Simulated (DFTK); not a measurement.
Li2S under changes of volume

One of the cells (15.344 Å³/atom); the others are scaled copies at fixed shape and fractional positions:

```
CELL_PARAMETERS angstrom
0.00000 2.84450 2.84450
2.84450 0.00000 2.84450
2.84450 2.84450 0.00000
ATOMIC_POSITIONS crystal
S 0.00000 0.00000 0.00000
Li 0.75000 0.75000 0.75000
Li 0.25000 0.25000 0.25000
```

* Program: DFTK 0.8.2
* Functional: PBEsol
* Potentials or basis: dojo.nc.sr.pbesol.v0_4_1.standard.upf (PBEsol)
* Cutoff: 1007 eV
* k mesh: 8 × 8 × 8
* Occupations: fermi-dirac, width 0.05 eV
* Spin: no spin polarisation

```tsv
volume (Å³/atom)	energy over the lowest point (meV/atom)	pressure (GPa)	gap on the mesh (eV)
14.423	3.92	2.0	3.17
14.730	1.04	1.0	3.19
15.037	0.00	0.1	3.21
15.344	0.62	-0.8	3.22
15.650	2.75	-1.5	3.23
15.957	?	?	?
16.264	10.98	-2.8	3.26
```

Question: What does the run at 15.957 Å³/atom give?

Answer: Energy over the lowest point 6.25 meV/atom; pressure -2.2 GPa; gap on the mesh 3.25 eV.

Worked out: A Birch-Murnaghan fit of order 3 (a polynomial in V^(-2/3)) to the other rows has its minimum at 15.07 Å³/atom with B0 = V·E''(V) = 42 GPa and B' = 3.9. It gives 6.24 meV/atom at 15.957 Å³/atom, against the run's 6.25, and -dE/dV = -2.2 GPa, against -2.2. A straight line through the other rows of the gap, of slope 0.722 eV per unit of ln V, gives 3.25 eV, against the run's 3.25.

Energies are extrapolated to zero smearing.

A mesh can miss the band edges.
